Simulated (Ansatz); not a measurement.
# FeGe: the cost of one run

Computed with Ansatz 0.2.0 (DFT PBE, scalar-relativistic, plane waves, PAW, unless a step's input says otherwise).

2 further runs of the same task are left out: 2 set aside as unsound or not needed.

### 1 The starting structure

It takes space group P6/mmm (No. 191, hexagonal). The conventional cell has a = 4.959 Å, b = 4.959 Å, c = 4.052 Å, α = 90.00°, β = 90.00°, γ = 120.00°. Around Fe (site symmetry mmm) lie 4 Fe at 2.48 Å and 6 Ge at 2.48 Å. Around Ge (site symmetry 6/mmm) lie 6 Fe at 2.48 Å. Ge (site symmetry -6m2) has 6 Fe at 2.48 Å as nearest neighbours.

Structure file:

```cif
data_structure
_symmetry_space_group_name_H-M 'P 1'
_symmetry_Int_Tables_number 1
_cell_length_a 4.9594
_cell_length_b 4.9594
_cell_length_c 4.0516
_cell_angle_alpha 90.000
_cell_angle_beta 90.000
_cell_angle_gamma 120.000
_cell_volume 86.30
loop_
_atom_site_label
_atom_site_type_symbol
_atom_site_fract_x
_atom_site_fract_y
_atom_site_fract_z
_atom_site_occupancy
Fe1 Fe 0.50000 0.00000 0.00000 1
Fe2 Fe 0.50000 0.50000 0.00000 1
Fe3 Fe 0.00000 0.50000 0.00000 1
Ge1 Ge 0.00000 0.00000 0.00000 1
Ge2 Ge 0.33333 0.66667 0.50000 1
Ge3 Ge 0.66667 0.33333 0.50000 1
```

It goes back to an entry of the Materials Project.

This cell was relaxed beforehand with the same method: volume 14.38 Å³/atom, gap on the mesh none (metal), site moments up to 1.4 μB.

### 2 Bands, states and charges

input.yaml reads:

```yaml
crystal:
  lattice:
    - [4.9593831541, 0.0, 0.0]
    - [-2.4796915771, 4.2949517986, 0.0]
    - [0.0, 0.0, 4.0516425827]
  atoms:
    - { symbol: Fe, position: [0.5, 0.0, 0.0], spin: 1.59 }
    - { symbol: Fe, position: [0.5, 0.5, 0.0], spin: 1.59 }
    - { symbol: Fe, position: [0.0, 0.5, 0.0], spin: 1.59 }
    - { symbol: Ge, position: [0.0, 0.0, 0.0] }
    - { symbol: Ge, position: [0.3333333333, 0.6666666667, 0.5] }
    - { symbol: Ge, position: [0.6666666667, 0.3333333333, 0.5] }
basis:
  ecutwfc: 420
kpoints:
  mp_grid: { grid: [9, 9, 10] }
  band_path:
    path:
      - [[0.0, 0.0, 0.0], [0.5, 0.0, 0.0], [0.33333333, 0.33333333, 0.0], [0.0, 0.0, 0.0], [0.0, 0.0, 0.5], [0.5, 0.0, 0.5], [0.33333333, 0.33333333, 0.5], [0.0, 0.0, 0.5]]
      - [[0.5, 0.0, 0.5], [0.5, 0.0, 0.0]]
      - [[0.33333333, 0.33333333, 0.5], [0.33333333, 0.33333333, 0.0]]
    npoints: 14
hamiltonian:
  xc: pbe
scf:
  occupations: { method: gaussian, width: 0.1 }
  n_extra_bands: 15
output:
  forces: true
  stress: true
  eigenvalues: true
  populations: true
  dos: { projected: true, de: 0.02, nscf_kmesh: { grid: [14, 14, 15] } }
  bader: true
magnetization:
  spin_polarized: true
checkpoint:
  read: start.run
  write: ck
  compress: false
  write_wavefunctions: false
  write_every: 100000
```

Started as:

```console
ansatz run input.yaml --threads 1 --pin off --max-ram 2560MiB --backend cpu --events-out ev --progress --plain --runs-dir out
```

**Question.** How long does this run take on 1 thread of Intel Xeon Platinum 8488C (Sapphire Rapids), shared host, and how much memory does it need?

About 3.7 min, with a peak of 1.1 GiB.
